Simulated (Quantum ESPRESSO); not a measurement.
KTaO3 under changes of volume

One of the cells (12.688 Å³/atom); the others are scaled copies at fixed shape and fractional positions:

```xyz
5
Lattice="3.9883 0.0000 0.0000 0.0000 3.9883 0.0000 0.0000 0.0000 3.9883" Properties=species:S:1:pos:R:3 pbc="T T T"
Ta    0.0000    0.0000    0.0000
K     1.9942    1.9942    1.9942
O     0.0000    0.0000    1.9942
O     0.0000    1.9942    0.0000
O     1.9942    0.0000    0.0000
```

* Program: Quantum ESPRESSO 7.5
* Functional: PBEsol
* Potentials or basis: GBRV 1.5 PBEsol
* Cutoff: 762 eV
* Density cutoff: 6095 eV
* k mesh: 7 × 7 × 7
* Occupations: fermi-dirac, width 0.05 eV
* Spin: no spin polarisation

```tsv
volume (Å³/atom)	energy over the lowest point (meV/atom)	pressure (GPa)	gap on the mesh (eV)
11.927	32.94	14.4	2.32
12.180	?	?	?
12.434	3.47	4.2	2.23
12.688	0.00	-0.1	2.19
12.942	3.01	-4.0	2.15
13.196	11.80	-7.4	2.10
13.449	25.79	-10.5	2.06
```

Problem. What does the run at 12.180 Å³/atom give?

Solution. Energy over the lowest point 14.17 meV/atom; pressure 9.0 GPa; gap on the mesh 2.28 eV.

Worked out: A Birch-Murnaghan fit of order 3 (a polynomial in V^(-2/3)) to the other rows has its minimum at 12.69 Å³/atom with B0 = V·E''(V) = 204 GPa and B' = 4.5. It gives 14.21 meV/atom at 12.180 Å³/atom, against the run's 14.17, and -dE/dV = 9.2 GPa, against 9.0. A straight line through the other rows of the gap, of slope -2.16 eV per unit of ln V, gives 2.28 eV, against the run's 2.28.

Energies are extrapolated to zero smearing.

Caveats: spin-orbit coupling is left out, which moves the levels of the heavy elements; an odd mesh through Γ misses points on the zone boundary, where band edges often lie.
